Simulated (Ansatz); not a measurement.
# TaN

Level of theory: DFT, PBE with spin–orbit coupling, two-component spinors; plane waves to 420 eV with PAW datasets (Ansatz 0.2.0), Γ-centred 14×14×14 mesh, 0.05 eV Gaussian smearing; PAW files: Ansatz's generated set soft_2.

```
Ta N
1.0
     0.00000    2.20840    2.20840
     2.20840    0.00000    2.20840
     2.20840    2.20840    0.00000
Ta N
1 1
Direct
  0.50000 0.50000 0.50000
  0.00000 0.00000 0.00000
```

The chain of runs began from a cell as deposited in COD, expanded in volume.

Magnetic state: non-magnetic, site spin moments none.

Path: Γ–X–U | K–Γ–L–W–X, with Γ = (0.000, 0.000, 0.000), X = (0.500, 0.000, 0.500), U = (0.625, 0.250, 0.625), K = (0.375, 0.375, 0.750), L = (0.500, 0.500, 0.500), W = (0.500, 0.250, 0.750) in reciprocal vectors of the calculation's cell.

Question: Is it a metal or an insulator, and if it has a gap, where are the band edges on this path?

Answer: A metal: bands cross the Fermi level.

Bands as a text map, energy in eV from the Fermi level (dashes), each leg drawn with the same width:
```
  4.86 |              *****        *         **     *  * *    *****   
  4.57 |   *     *****     ***     *           *   *    * ****     ***
  4.29 |                  *   *             *            ****         
  4.00 |        *                           *   * *          **       
  3.71 |        ******* **     *    *      *     *             *******
  3.43 |       *       *                                  *****       
  3.14 |       ******** **      *   *                   **     **  ***
  2.86 |  *   **       *****              **           *         **   
  2.57 |      *      **   ****   *   *                *          **   
  2.29 |     **    **       **                   *****          *  ** 
  2.00 |    *   ***           *  **      **     *              *     *
  1.71 | *   * *              *      ** *       ****                  
  1.43 |*  * **                ** **   *       **   *         *       
  1.14 |  * **                 *    *    *         * *                
  0.86 |                        *             **    *        *        
  0.57 | * **                   *  * **              **               
  0.29 |***                    * *    ***    **       ***   *         
  0.00 |---*---------------------*---------------------*****----------
 -0.29 |   *                      * *       **           ***          
 -0.57 |                          **       *                *         
 -0.86 |  *                   *            **                         
 -1.14 |  *                        ***    **                 *        
 -1.43 | *                          **   **                           
 -1.71 |**                           *****                    *       
 -2.00 |                              * *                             
 -2.29 |**                  **         *                       *      
 -2.57 |  *                *                                          
 -2.86 |   *              *                                     *     
        Γ         X         UK         Γ         L         W         X
```

The starting moments died out; a magnetic state reached from other starts isn't excluded.
